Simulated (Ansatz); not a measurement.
**HfN, one cell by several methods**

```
Hf N
1.0
     0.00000    2.25900    2.25900
     2.25900    0.00000    2.25900
     2.25900    2.25900    0.00000
Hf N
1 1
Direct
  0.00000 0.00000 0.00000
  0.50000 0.50000 0.50000
```

Atoms are numbered in the order listed.

The geometry is COD entry 1539063, unchecked; take it as a test cell.

Spin polarisation is left out, and whether a magnetic state lies lower isn't shown here.

Spin–orbit coupling is left out, though it moves levels of the heavy atoms by tenths of an eV or more.

Levels of theory: DFT, LDA, PAW with Ansatz's default frozen-core files, scalar-relativistic (Ansatz 0.2.0); DFT, LDA, all-electron LAPW, scalar-relativistic (Ansatz 0.2.0).

For PAW: a Γ-centred 10×10×10 k mesh, Fermi–Dirac smearing of 0.03 eV, cutoff 420 eV, no spin polarisation; the PAW files were made with PBE, and the program remakes their frozen cores for this functional. LAPW targets a basis error of 1 meV/atom. The Ansatz runs share mesh, smearing and spin set-up. Plane-wave (PAW) pressures include the program's estimate of the Pulay term.

Stress and pressure are positive in compression.

Levels count from the Fermi level.

PAW results:

```tsv
quantity	PAW
pressure (GPa)	-9.36
highest filled level at X (eV)	-3.612
lowest empty level at X (eV)	3.996
highest filled level at Γ (eV)	-0.437
highest filled level at K (eV)	-0.868
lowest empty level at K (eV)	3.816
```

Task: What does LAPW (all electrons) give for the same quantities?

Result: 
| quantity | LAPW |
| --- | --- |
| pressure (GPa) | -9.26 |
| highest filled level at X (eV) | -3.609 |
| lowest empty level at X (eV) | 3.995 |
| highest filled level at Γ (eV) | -0.440 |
| highest filled level at K (eV) | -0.868 |
| lowest empty level at K (eV) | 3.818 |
